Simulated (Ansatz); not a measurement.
Method: DFT, LDA (PW92), plane waves (420 eV) with PAW, scalar-relativistic (Ansatz). The PAW files were generated under PBE, with cores re-solved for the functional.

An element in the fcc structure gives this curve. The cell is scaled uniformly from the relaxed one, with fractional coordinates and shape fixed. Energies are extrapolated to zero smearing, pressures are those at the given smearing. Magnetic state: spin not included.

| V (Å³/atom) | E − E₀ (meV/atom) | P (GPa) |
| --- | --- | --- |
| 28.145 | 56.3 | 4.79 |
| 29.424 | 24.9 | 3.06 |
| 30.703 | 6.4 | 1.51 |
| 31.983 | -0.1 | 0.14 |
| 33.262 | 3.9 | -1.02 |
| 34.541 | 16.8 | -2.00 |
| 35.821 | 37.2 | -2.83 |

(1) Which element is it?
A. yttrium
B. bismuth
C. ytterbium
D. lanthanum

Answers

(1) D. Its fit is V₀ = 32.12 Å³/atom, B₀ = 32 GPa, B₀′ = 2.4.
